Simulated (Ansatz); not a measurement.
# Fe (sc type): how the settings move a single-point run

How sensitive is a single-point run of Fe (sc type) to its settings? A reference run comes first, then one run with altered input.

Method: reference: DFT, PBE, norm-conserving pseudopotentials, Ansatz's default files, scalar-relativistic, in Ansatz 0.2.0.

2 further runs of the same task are left out: 2 that didn't finish.

**1. The structure to begin with**

Symmetry: Pm-3m, No. 221, cubic system. Conventional cell: a = 1.789 Å, b = 1.789 Å, c = 1.789 Å, α = 90.00°, β = 90.00°, γ = 90.00°. Around Fe (site symmetry m-3m) lie 6 Fe at 1.79 Å.

Structure file:

```xyz
1
Lattice="1.7889 0.0000 0.0000 0.0000 1.7889 0.0000 0.0000 0.0000 1.7889" Properties=species:S:1:pos:R:3 pbc="T T T"
Fe    0.0000    0.0000    0.0000
```

**2. Reference**

input.yaml

```yaml
crystal:
  lattice:
    - [1.7888956576, 0.0, 0.0]
    - [0.0, 1.7888956576, 0.0]
    - [0.0, 0.0, 1.7888956576]
  atoms:
    - { symbol: Fe, position: [0.0, 0.0, 0.0], spin: 2.5 }
magnetization:
  spin_polarized: true
kpoints:
  mp_grid: { grid: [18, 18, 18] }
scf:
  occupations: { method: fermi_dirac, width: 0.1 }
hamiltonian:
  xc: pbe
  pseudopotentials: { kind: nc }
output:
  forces: true
  stress: true
  eigenvalues: true
```

Command:

```bash
$ ansatz run input.yaml --threads 1 --pin off --max-ram 3072MiB --backend cpu --events-out ev --progress --plain --runs-dir out
```

**3. Changing settings: occupations.method tetrahedron, lower_state_search light, width left out**

input.yaml, as its differences from that of step 2:

```diff
@@ -12,3 +12,4 @@
 scf:
-  occupations: { method: fermi_dirac, width: 0.1 }
+  occupations: { method: tetrahedron }
+  lower_state_search: light
 hamiltonian:
```

**Question.** What will these runs give? Wanted: for each run, ending; energy change; pressure; gap; force.

The runs gave:

| run | ending | energy change | pressure (GPa) | gap (eV) | force (eV/Å) | cycles | time |
| --- | --- | --- | --- | --- | --- | --- | --- |
| reference | converged | 0 | 684.1 | 0.00 | 0.00 | 16 | 12 s |
| 1: occupations.method tetrahedron, lower_state_search light, width left out | converged | -3.9 meV/atom (σ→0) | 683.2 | 0.00 | 0.00 | 16 | 15 s |

Residual by cycle in the longest SCF loop of each run; runs are numbered as in the table. The quantity is the density residual dr2, in eV.

| cycle | reference | run 1 |
| --- | --- | --- |
| 1 | 0.101 | 0.0993 |
| 2 | 0.0332 | 0.0323 |
| 4 | 8.1e-5 | 6.1e-5 |
| 5 | 2.7e-5 | 2.7e-5 |
| 6 | 3.7e-6 | 2.7e-5 |
| 8 | 5.7e-6 | 1.2e-5 |
| 9 | 6.0e-6 | 1.9e-6 |
| 11 | 7.6e-6 | 2.9e-5 |
| 12 | 2.4e-5 | 7.6e-5 |
| 13 | 4.3e-7 | 6.9e-9 |
| 15 | 3.6e-12 | 2.0e-12 |
| 16 | 1.3e-14 | 2.3e-14 |

What this shows: Changing the smearing and search for lower states moves the energy by -3.9 meV/atom (σ→0 values), and the pressure goes from 684.1 to 683.2 GPa. The structure is not at rest: the sound run finds 684 GPa, so these are no properties of the relaxed crystal. 
